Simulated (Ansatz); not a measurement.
A plane-wave DFT run in Ansatz 0.2.0 (scalar-relativistic PAW potentials unless the input names others): input and command.

```yaml
crystal:
  lattice:
    - [2.4589102509, 0.0, 0.0]
    - [-1.2294551255, 3.6674497121, 0.0]
    - [0.0, 0.0, 25.963927474]
  atoms:
    - { symbol: C, position: [0.7967867864, 0.5935735729, 0.3273772817] }
    - { symbol: C, position: [0.3155952839, 0.6311905677, 0.3541949105] }
    - { symbol: C, position: [0.3529778217, 0.7059556433, 0.4078432348] }
    - { symbol: C, position: [0.871786319, 0.7435726381, 0.4346608636] }
    - { symbol: C, position: [0.9067571025, 0.8135126018, 0.4882358378] }
    - { symbol: C, position: [0.4234297845, 0.8468573744, 0.5155370385] }
    - { symbol: C, position: [0.4541250685, 0.908246344, 0.5686888161] }
    - { symbol: C, position: [0.9691907174, 0.938377358, 0.5978227177] }
    - { symbol: "N", position: [0.9934663347, 0.9869312041, 0.646928064], spin: 3.0 }
basis:
  ecutwfc: 420
kpoints:
  mp_grid: { grid: [12, 8, 1] }
hamiltonian:
  xc: pbesol
  hubbard: { sites: [{ species: C, l: f, u_eff: 30.0 }] }
scf:
  occupations: { method: gaussian, width: 0.05 }
  max_iter: 75
output:
  forces: true
  eigenvalues: true
magnetization:
  spin_polarized: true
efield:
  axis: 3
  dipole_correction: true
  ramp_width: 0.04
```

```bash
ansatz run input.yaml --threads 2 --pin off --max-ram 5120MiB --backend cpu --events-out ev --progress --plain --runs-dir out
```

What is wrong with this input?

The program refuses it, because of a U on a shell that isn't there (hamiltonian.hubbard: not typed → {"sites": [{"species": "C", "l": "f", "u_eff": 30.0}]}). Without that key it is accepted.

Abridged log:
```
Error: inconsistent input (hamiltonian.hubbard.sites[].l, hamiltonian.hubbard.sites[].shell): the file of C doesn't list 4f, and it can't be added: PBE doesn't bind the shell 4f of the free atom, whose level lies at +1.13 eV. Type an atom or ion with it (hamiltonian.pseudopotentials.projection_atoms), take another file or name another shell
```